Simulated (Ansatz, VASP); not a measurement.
Sb: VASP beside Ansatz

INCAR

```
  PREC = Accurate
  ENCUT = 520
  EDIFF = 1E-7
  ISMEAR = -1
  SIGMA = 0.1
  LREAL = False
  LASPH = True
  NELM = 100
  ALGO = Normal
  ISIF = 2
  LWAVE = False
  LCHARG = False
  GGA = PS
  NBANDS = 12
```

KPOINTS

```
Automatic mesh
0
Gamma
  9 9 9
```

POSCAR

```
Sb
1.0
    0.0000000000      3.2963916775      3.2963916775
    3.2963916775      0.0000000000      3.2963916775
    3.2963916775      3.2963916775      0.0000000000
Sb
2
Direct
    0.1250000000      0.1250000000      0.1250000000
    0.8750000000      0.8750000000      0.8750000000
```

Input for Ansatz:

```yaml
crystal:
  lattice:
    - [0.0, 3.2963916775, 3.2963916775]
    - [3.2963916775, 0.0, 3.2963916775]
    - [3.2963916775, 3.2963916775, 0.0]
  atoms:
    - { symbol: Sb, position: [0.125, 0.125, 0.125] }
    - { symbol: Sb, position: [0.875, 0.875, 0.875] }
hamiltonian:
  xc: pbesol
  pseudopotentials:
    kind: paw
    azcp:
      Sb: "pseudopotentials/Sb.paw.azcp"
basis:
  ecutwfc: 420
  fft_grid_basis: typed
kpoints:
  mp_grid: { grid: [9, 9, 9], shift: [0, 0, 0] }
magnetization:
  spin_polarized: false
scf:
  occupations: { method: fermi_dirac, width: 0.1 }
  lower_state_search: "off"
output:
  stress: true
```

Alike in both runs: task single point; functional PBEsol; k mesh 9 × 9 × 9; occupations fermi-dirac, width 0.1 eV; no spin polarisation.

```csv
,VASP,Ansatz
version,VASP 6.6.1,Ansatz 0.2.0
potentials or method,"VASP PAW PBE potentials, release 64 (Sb)","plane waves (420 eV) with PAW, scalar-relativistic"
plane-wave cutoff (eV),520,420
valence electrons in the cell,10,30
```

```csv
,VASP,Ansatz,Ansatz less VASP
pressure (GPa),5.8,5.6,-0.22
```

The two sets of potentials don't hold the same shells in valence. Ansatz warned: «pseudo_functional_mismatch».

Caveats: the PAW data sets were made with another functional, which shifts forces and pressure a little (VASP). The runs have no spin-orbit coupling, so splittings on Sb are missing.
